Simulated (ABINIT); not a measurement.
Runs of ABINIT 10.8.3 (patched build) on HfC. Symmetry: Fm-3m, No. 225, cubic system. The conventional cell has a = 4.650 Å, b = 4.650 Å, c = 4.650 Å, α = 90.00°, β = 90.00°, γ = 90.00°. Hf (site symmetry m-3m) has 6 C at 2.33 Å as nearest neighbours. Around C (site symmetry m-3m) lie 6 Hf at 2.33 Å. 

```tsv
task	level	spin	k mesh	cutoff (eV)	fine-grid cutoff	gap on the mesh (eV)	pressure (GPa)
band structure	PBE	off	10 × 10 × 10	517	1034.03 eV	none	0.0
band structure	r2SCAN	off	10 × 10 × 10	626	1224.51 eV	none	-0.2
band structure	revPBE	SOC, no magnetisation	10 × 10 × 10	517	1034.03 eV	none	(a)
band structure	RPBE	SOC, no magnetisation	10 × 10 × 10	517	1034.03 eV	none	3.7
single point	PBE	off	13 × 13 × 13	517	1034.03 eV	none	0.0
band structure	PBEsol	SOC, no magnetisation	10 × 10 × 10	517	1034.03 eV	none	-6.7
```

Alike in all rows: potentials or basis JTH PAW PBE v2.0; cell as given; smearing fermi-dirac 0.05 eV.

Problem. Estimate the missing entries.

Solution. (a) 2.7.

Caveats: the PAW data sets were made with another functional, which shifts forces and pressure a little (some runs); spin-orbit coupling is left out, which moves the levels of the heavy elements (some runs).

A k mesh can miss the band edges, and rows without SOC leave out spin-orbit coupling on Hf.

A gap of «none» marks a metal or a gap under the smearing width.
